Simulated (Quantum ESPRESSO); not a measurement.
Here is a Quantum ESPRESSO 7.5 calculation.

Contents of pw.in:

```
&CONTROL
  calculation = 'scf'
  prefix = 'pwscf'
  outdir = './tmp'
  pseudo_dir = './pseudo'
  tprnfor = .true.
  tstress = .true.
  disk_io = 'nowf'
/
&SYSTEM
  ibrav = 0
  nat = 3
  ntyp = 2
  ecutwfc = 65
  ecutrho = 780
  nbnd = 24
  occupations = 'smearing'
  smearing = 'fd'
  degauss = 0.00367493
  nspin = 2
  starting_magnetization(1) = 0.2667
  starting_magnetization(2) = 0
/
&ELECTRONS
  conv_thr = 6d-10
  electron_maxstep = 120
  mixing_beta = 0.3
/
ATOMIC_SPECIES
Mn    54.9380 mn_pbe_v1.5.uspp.F.UPF
O     15.9990 O.pbe-n-kjpaw_psl.0.1.UPF
CELL_PARAMETERS angstrom
   2.8565781804    0.0000000000    0.0000000000
  -1.4282890902    2.4738692722    0.0000000000
   0.0000000000    0.0000000000    4.6013740589
ATOMIC_POSITIONS crystal
Mn    -0.0282480000   -0.0138430000    0.5050870000
O      0.3461540000    0.6677230000    0.7044410000
O      0.6862270000    0.3347620000    0.3077070000
K_POINTS automatic
11 11 6 0 0 0
```

Potentials or basis: SSSP 1.3 efficiency PBE.

Launch:

```bash
$ OMP_NUM_THREADS=1 mpirun -n 2 pw.x -nk 2 -in pw.in > pw.out
```

**Question.** What does it give for the site moments?

**Answer.** Mn +2.40; O +0.05 μB.

**Question.** Estimate the absolute moment.

**Answer.** 3.06 μB per cell.

**Question.** What does it give for the largest force?

**Answer.** 1.778 eV/Å.

Forces on the atoms (eV/Å):
```
Mn   1.684  0.549  0.150
O   -0.765 -0.389  1.066
O   -0.920 -0.160 -1.216
```

Caveat: a cell with one magnetic atom can't hold antiferromagnetic order, which such compounds often take.
